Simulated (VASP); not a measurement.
# Co (P-3m1) in VASP: a series of runs

One crystal, Co, is run at these levels: LDA; tasks: single point.

All numbers are computed with VASP 6.6.1; they aren't measurements. Logs are shortened: lines on timing, memory, paths and dates and some standing lists are left out, and cuts for length are marked.

### 1 The structure

Symmetry: P-3m1, No. 164, trigonal system. Conventional cell: a = 2.487 Å, b = 2.487 Å, c = 4.063 Å, α = 90.00°, β = 90.00°, γ = 120.00°. Around Co (site symmetry 3m) lie 12 Co at 2.42 to 2.55 Å.

This isn't the form of Co at room conditions, which is hcp.

### 2 Single point, LDA, collinear spin, ferromagnetic start

File INCAR:

```
SYSTEM = Co
ADDGRID = .FALSE.
ALGO = Normal
EDIFF = 1E-6
ENCUT = 460
GGA = CA
ISIF = 2
ISMEAR = 0
ISPIN = 2
LASPH = .TRUE.
LCHARG = .FALSE.
LMAXMIX = 4
LORBIT = 11
LREAL = .FALSE.
LWAVE = .FALSE.
MAGMOM = 2 2
NBANDS = 20
NELM = 100
PREC = Accurate
SIGMA = 0.1
```

File KPOINTS:

```
k-points
0
G
  13 13 7
  0 0 0
```

File POSCAR:

```
Co
1.0
    2.4873648738      0.0000000000      0.0000000000
   -1.2436824369      2.1541211692      0.0000000000
    0.0000000000      0.0000000000      4.0632895034
Co
2
Direct
    0.3275520000      0.6759820000      0.7288160000
    0.6891290000      0.3188900000      0.2643300000
```

Potentials or basis: VASP PAW LDA potentials, release 64 (Co).

Command:

```
> cat potpaw_LDA.64/Co/POTCAR > POTCAR
> mpirun -np 1 vasp_std > vasp.out
```

OUTCAR:

```text
SYSTEM = Co
   EDIFF = 1E-6
   ENCUT = 460
   GGA = CA
   ISIF = 2
   ISMEAR = 0
   ISPIN = 2
   LASPH = .TRUE.
   LORBIT = 11
   LREAL = .FALSE.
   NELM = 100
   PREC = Accurate

 Found    592 irreducible k-points:

 Following reciprocal coordinates:
            Coordinates               Weight
  0.000000  0.000000  0.000000      1.000000
  0.076923 -0.000000  0.000000      2.000000
  0.000000  0.076923  0.000000      2.000000
 -0.076923  0.076923  0.000000      2.000000
  0.153846  0.000000  0.000000      2.000000
  0.000000  0.153846  0.000000      2.000000
   k-points           NKPTS =    592   k-points in BZ     NKDIM =    592   number of bands    NBANDS=     20
   number of dos      NEDOS =    301   number of ions     NIONS =      2
   total plane-waves  NPLWV =   9072
   dimension x,y,z NGX =    18 NGY =   18 NGZ =   28
   dimension x,y,z NGXF=    36 NGYF=   36 NGZF=   56
   ions per type =               2
   NGX,Y,Z   is equivalent  to a cutoff of  12.03, 12.03, 11.46 a.u.
   NGXF,Y,Z  is equivalent  to a cutoff of  24.06, 24.06, 22.91 a.u.
 SYSTEM =  Co
   PREC   = accura    normal or accurate (medium, high low for compatibility)
   ISTART =      0    job   : 0-new  1-cont  2-samecut
   ICHARG =      2    charge: 1-file 2-atom 10-const
   ISPIN  =      2    spin polarized calculation?
   LNONCOLLINEAR =      F non collinear calculations
   LSORBIT =      F    spin-orbit coupling
   LASPH  =      T    aspherical Exc in radial PAW
   ENCUT  =  460.0 eV  33.81 Ry    5.81 a.u.   4.35  4.35  7.11*2*pi/ulx,y,z
   NELM   =    100;   NELMIN=  2; NELMDL= -5     # of ELM steps
   EDIFF  = 0.1E-05   stopping-criterion for ELM
   LREAL  =      F    real-space projection
   EDIFFG = 0.1E-04   stopping-criterion for IOM
   NSW    =      0    number of steps for IOM
   IBRION =     -1    ionic relax: 0-MD 1-quasi-New 2-CG
   NFREE  =      0    steps in history (QN), initial steepest desc. (CG)
   ISIF   =      2    stress and relaxation
   ISYM   =      2    0-nonsym 1-usesym 2-fastsym
   POTIM  = 0.5000    time-step for ionic-motion
   TEBEG  =    0.0;   TEEND  =   0.0 temperature during run
   PSTRESS=    0.0 pullay stress
   NELECT =      18.0000    total number of electrons
   NUPDOWN=      -1.0000    fix difference up-down
   EMIN   =  10.00;   EMAX   =-10.00  energy-range for DOS
   EFERMI =   0.00;   METHOD = LEGACY
   ISMEAR =     0;   SIGMA  =   0.10  broadening in eV -4-tet -1-fermi 0-gaus
   EFERMI_NEDOS =   21; number of points for ismear=-14 and -15
   IALGO  =     38    algorithm
   IMIX   =      4    mixing-type and parameters
     AMIX     =   0.40;   BMIX     =  1.00
     AMIX_MAG =   1.60;   BMIX_MAG =  1.00
  volume/ion in A,a.u.               =      10.89        73.46
  Fermi-wavevector in a.u.,A,eV,Ry     =   1.536514  2.903591 32.121660  2.360875
  Thomas-Fermi vector in A             =   2.643152
   LORBIT       =     11    0 simple, 1 ext, 2 COOP (PROOUT), +10 PAW based schemes
   GGA     = CA    functional components
   LHFCALC =     F    Hartree Fock is set to
   AEXX    =    0.0000 exact exchange contribution
   IVDW    =     0    specifies the selected vdW correction
   LEPSILON=     F    determine dielectric tensor
   LRPA    =     F    only Hartree local field effects (RPA)
 spin polarized calculation
 Gauss-broadening in eV      SIGMA  =   0.10
  energy-cutoff  :      460.00
  volume of cell :       21.77
 maximum number of plane-waves:       525
 NGX is ok and might be reduce to    18
   NGX =  9   NGY =  9   NGZ = 15

 number of electron      18.0000003 magnetization       3.1556867

 Free energy of the ion-electron system (eV)
  ---------------------------------------------------
  ext. energy  EPLUGINS =         0.00000000
  ---------------------------------------------------
  free energy    TOTEN  =       -16.06436800 eV

  energy without entropy =      -16.05579333  energy(sigma->0) =      -16.06008066

 E-fermi :   9.8915     XC(G=0): -13.7040

 val. band max:        9.8908447464   @ k =  -0.3077   0.3846  -0.4286
 cond. band min:       9.8918477420   @ k =   0.3077   0.0769   0.4286
 fundamental gap:      0.0010029956
 Fermi energy:         9.8914512344

 spin component 1

 k-point     1 :       0.0000    0.0000    0.0000
  band No.  band energies     occupation
      1       0.9719      1.00000
      2       4.7585      1.00000
      3       7.2651      1.00000
      4       7.3324      1.00000
      5       7.4121      1.00000
      6       7.6474      1.00000
[... 12 lines left out ...]
     19      36.0479      0.00000
     20      36.2053      0.00000

 k-point     2 :       0.0769   -0.0000    0.0000
  band No.  band energies     occupation
      1       1.1806      1.00000
      2       4.8898      1.00000
      3       7.1055      1.00000
      4       7.4243      1.00000
      5       7.5004      1.00000
      6       7.6184      1.00000
[... 12 lines left out ...]
     19      37.4417      0.00000
     20      38.0382      0.00000

 k-point     3 :       0.0000    0.0769    0.0000
  band No.  band energies     occupation
      1       1.1806      1.00000
      2       4.8895      1.00000
      3       7.1066      1.00000
      4       7.4260      1.00000
      5       7.5008      1.00000
      6       7.6115      1.00000
[... 12 lines left out ...]
     19      37.4475      0.00000
     20      38.0473      0.00000

 k-point     4 :      -0.0769    0.0769    0.0000
  band No.  band energies     occupation
      1       1.1799      1.00000
      2       4.8819      1.00000
      3       7.1228      1.00000
      4       7.4294      1.00000
      5       7.4931      1.00000
      6       7.6422      1.00000
[... 12 lines left out ...]
     19      37.5653      0.00000
     20      38.0214      0.00000

 k-point     5 :       0.1538    0.0000    0.0000
  band No.  band energies     occupation
      1       1.7879      1.00000
      2       5.2316      1.00000
      3       6.8268      1.00000
      4       7.2977      1.00000
      5       7.4862      1.00000
      6       7.7397      1.00000
[... 12 lines left out ...]
     19      36.3131      0.00000
     20      38.1050      0.00000

 k-point     6 :       0.0000    0.1538    0.0000
  band No.  band energies     occupation
      1       1.7877      1.00000
      2       5.2300      1.00000
      3       6.8276      1.00000
      4       7.3002      1.00000
      5       7.4822      1.00000
      6       7.7367      1.00000
[... 12 lines left out ...]
     19      36.3281      0.00000
     20      38.1186      0.00000

 [... further k-points ...]

 spin component 2

 k-point     1 :       0.0000    0.0000    0.0000
  band No.  band energies     occupation
      1       1.1541      1.00000
      2       5.6581      1.00000
      3       8.6436      1.00000
      4       8.7738      1.00000
      5       8.8732      1.00000
      6       9.0979      1.00000
[... 12 lines left out ...]
     19      36.4759      0.00000
     20      36.5820      0.00000

 k-point     2 :       0.0769   -0.0000    0.0000
  band No.  band energies     occupation
      1       1.3636      1.00000
      2       5.8033      1.00000
      3       8.4776      1.00000
      4       8.8542      1.00000
      5       8.9663      1.00000
      6       9.0342      1.00000
[... 12 lines left out ...]
     19      37.5634      0.00000
     20      38.4663      0.00000

 k-point     3 :       0.0000    0.0769    0.0000
  band No.  band energies     occupation
      1       1.3636      1.00000
      2       5.8030      1.00000
      3       8.4783      1.00000
      4       8.8563      1.00000
      5       8.9662      1.00000
      6       9.0294      1.00000
[... 12 lines left out ...]
     19      37.5706      0.00000
     20      38.4750      0.00000

 k-point     4 :      -0.0769    0.0769    0.0000
  band No.  band energies     occupation
      1       1.3629      1.00000
      2       5.7969      1.00000
      3       8.4817      1.00000
      4       8.8793      1.00000
      5       8.9386      1.00000
      6       9.0838      1.00000
[... 12 lines left out ...]
     19      37.7233      0.00000
     20      38.4427      0.00000

 k-point     5 :       0.1538    0.0000    0.0000
  band No.  band energies     occupation
      1       1.9757      1.00000
      2       6.1890      1.00000
      3       8.1219      1.00000
      4       8.4959      1.00000
      5       8.8008      1.00000
      6       9.1608      1.00000
[... 12 lines left out ...]
     19      36.5758      0.00000
     20      38.4938      0.00000

 k-point     6 :       0.0000    0.1538    0.0000
  band No.  band energies     occupation
      1       1.9755      1.00000
      2       6.1877      1.00000
      3       8.1196      1.00000
      4       8.4970      1.00000
      5       8.8047      1.00000
      6       9.1528      1.00000
[... 12 lines left out ...]
     19      36.5938      0.00000
     20      38.5065      0.00000

 [... further k-points ...]

------------------------ aborting loop because EDIFF is reached ----------------------------------------

  FORCE on cell =-STRESS in cart. coord.  units (eV):
  Direction    XX          YY          ZZ          XY          YZ          ZX
  --------------------------------------------------------------------------------------
  -------------------------------------------------------------------------------------
  Total       -2.3488221     -2.0941124     -2.1534384      0.2436536     -0.1018800      0.2062055
  in kB     -172.8515648   -154.1072852   -158.4731362     17.9306476     -7.4974260     15.1748191
  external PRESSURE =    -161.8106621 kB  Pullay stress =       0.0000000 kB

 VOLUME and BASIS-vectors are now :
 -----------------------------------------------------------------------------
  energy-cutoff  :      460.00
  volume of cell :       21.77
      direct lattice vectors                 reciprocal lattice vectors
     2.487364874  0.000000000  0.000000000     0.402031889  0.232113220  0.000000000
    -1.243682437  2.154121169  0.000000000     0.000000000  0.464226439  0.000000000
     0.000000000  0.000000000  4.063289503     0.000000000  0.000000000  0.246106018

 POSITION                                       TOTAL-FORCE (eV/Angst)
 -----------------------------------------------------------------------------------
     -0.02597      1.45615      2.96139         0.246417     -0.124441      0.861908
      1.31752      0.68693      1.07405        -0.246417      0.124441     -0.861908
 -----------------------------------------------------------------------------------
    total drift:                                0.000012      0.000010      0.000066

  FREE ENERGIE OF THE ION-ELECTRON SYSTEM (eV)
  ---------------------------------------------------
  free  energy   TOTEN  =       -16.0643679968 eV

  energy  without entropy=      -16.0557933255  energy(sigma->0) =      -16.06008066

 total charge

# of ion       s       p       d       tot
------------------------------------------
    1        0.493   0.520   7.286   8.299
    2        0.493   0.520   7.286   8.299
--------------------------------------------------
tot          0.986   1.041  14.571  16.598

 magnetization (x)

# of ion       s       p       d       tot
------------------------------------------
    1       -0.012  -0.039   1.631   1.580
    2       -0.012  -0.039   1.631   1.580
--------------------------------------------------
tot         -0.025  -0.077   3.262   3.159
```

It took 3.5 min on 1 thread of Intel Xeon Platinum 8488C (Sapphire Rapids), shared host; peak memory 0.37 GiB.

The run converged, but some of its settings lie outside the range that counts as converged, so its numbers aren't taken as properties of the crystal.

Results:

| Property | Result |
| --- | --- |
| Free energy | -16.0644 eV |
| Pressure | -16.2 GPa |
| Largest force | 0.905 eV/Å |
| Band gap on the k mesh | none (metal or under the smearing width) |
| Net moment | 3.16 μB per cell |
| Site moments | Co +1.58 μB |
| Valence electrons inside the program's atomic spheres | Co 8.30 |

### 3 Single point, LDA, collinear spin, ferromagnetic start

Changes to INCAR since step 2:

```diff
@@ -7,3 +7,3 @@
 ISIF = 2
-ISMEAR = 0
+ISMEAR = 1
 ISPIN = 2
```

KPOINTS is that of step 2.

File POSCAR:

```
Co
1.0
    2.4873648738      0.0000000000      0.0000000000
   -1.2436824369      2.1541211692      0.0000000000
    0.0000000000      0.0000000000      4.0632895034
Co
2
Direct
    0.3333333333      0.6666666667      0.7401390000
    0.6666666667      0.3333333333      0.2598610000
```

Potentials or basis: VASP PAW LDA potentials, release 64 (Co).

Command:

```
> cat potpaw_LDA.64/Co/POTCAR > POTCAR
> mpirun -np 1 vasp_std > vasp.out
```

It took 49 s on 1 thread of Intel Xeon Platinum 8488C (Sapphire Rapids), shared host; peak memory 0.17 GiB.

The run converged, but some of its settings lie outside the range that counts as converged, so its numbers aren't taken as properties of the crystal.

Results:

| Item | Value |
| --- | --- |
| Free energy | -16.1140 eV |
| Pressure | -18.5 GPa |
| Largest force | 0.375 eV/Å |
| Band gap on the k mesh | none (metal or under the smearing width) |
| Net moment | 3.14 μB per cell |
| Site moments | Co +1.57 μB |
| Valence electrons inside the program's atomic spheres | Co 8.28 |

### 4 Single point, LDA, collinear spin, ferromagnetic start

INCAR is that of step 3.

KPOINTS is that of step 3.

File POSCAR:

```
Co
1.0
    2.4873648738      0.0000000000      0.0000000000
   -1.2436824369      2.1541211692      0.0000000000
    0.0000000000      0.0000000000      4.0632895034
Co
2
Direct
    0.3275520000      0.6759820000      0.7288160000
    0.6891290000      0.3188900000      0.2643300000
```

Command:

```
> cat potpaw_LDA.64/Co/POTCAR > POTCAR
> mpirun -np 1 vasp_std > vasp.out
```

Wall time 3.5 min (1 thread of Intel Xeon Platinum 8488C (Sapphire Rapids), shared host); peak memory 0.38 GiB.

These settings aren't checked as converged: the numbers below hold their error.

Results:

```
Free energy                                           : -16.0601 eV
Pressure                                              : -16.2 GPa
Largest force                                         : 0.895 eV/Å
Band gap on the k mesh                                : none (metal or under the smearing width)
Net moment                                            : 3.16 μB per cell
Site moments                                          : Co +1.58 μB
Valence electrons inside the program's atomic spheres : Co 8.30
```

### 5 Single point, LDA, collinear spin, ferromagnetic start

Changes to INCAR since step 4:

```diff
@@ -4,6 +4,6 @@
 EDIFF = 1E-6
-ENCUT = 460
+ENCUT = 520
 GGA = CA
 ISIF = 2
-ISMEAR = 1
+ISMEAR = -1
 ISPIN = 2
```

KPOINTS is that of step 4.

File POSCAR:

```
Co
1.0
    2.4873648738      0.0000000000      0.0000000000
   -1.2436824369      2.1541211692      0.0000000000
    0.0000000000      0.0000000000      4.0632895034
Co
2
Direct
    0.3333333333      0.6666666667      0.7401390000
    0.6666666667      0.3333333333      0.2598610000
```

Command:

```
> cat potpaw_LDA.64/Co/POTCAR > POTCAR
> mpirun -np 1 vasp_std > vasp.out
```

Wall time 52 s (1 thread of Intel Xeon Platinum 8488C (Sapphire Rapids), shared host); peak memory 0.17 GiB.

These settings aren't checked as converged: the numbers below hold their error.

Results:

- Free energy: -16.1453 eV
- Pressure: -18.4 GPa
- Largest force: 0.418 eV/Å
- Band gap on the k mesh: none (metal or under the smearing width)
- Net moment: 3.11 μB per cell
- Site moments: Co +1.56 μB
- Valence electrons inside the program's atomic spheres: Co 8.28

[end of part 1 of 2]
